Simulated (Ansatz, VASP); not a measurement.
# Two plane-wave programs on BN

```
B N
1.0
     0.00000    1.66063    1.89129
     1.66063    0.00000    1.89129
     1.66063    1.66063    0.00000
B N
1 1
Direct
  0.00000 0.00000 0.00000
  0.50000 0.50000 0.50000
```

Change from the starting cell: epitaxial_xy strain -4.9%.

Alike in both runs: task single point; functional PBE; k mesh 12 × 12 × 12; occupations fermi-dirac, width 0.02 eV; no spin polarisation.

```csv
,VASP,Ansatz
version,VASP 6.6.1,Ansatz 0.2.0
potentials or method,"VASP PAW PBE potentials, release 64 (B, N)","plane waves, PAW"
plane-wave cutoff (eV),520,420
valence electrons in the cell,8,8
```

```csv
,VASP,Ansatz,Ansatz less VASP
pressure (GPa),22.5,22.4,-0.15
largest component of the traceless stress (GPa),20.74,20.52,-0.220
```

Caveats: so large a pressure means that the cell lies far from this level's equilibrium, or that cutoff or potentials fall short (VASP).
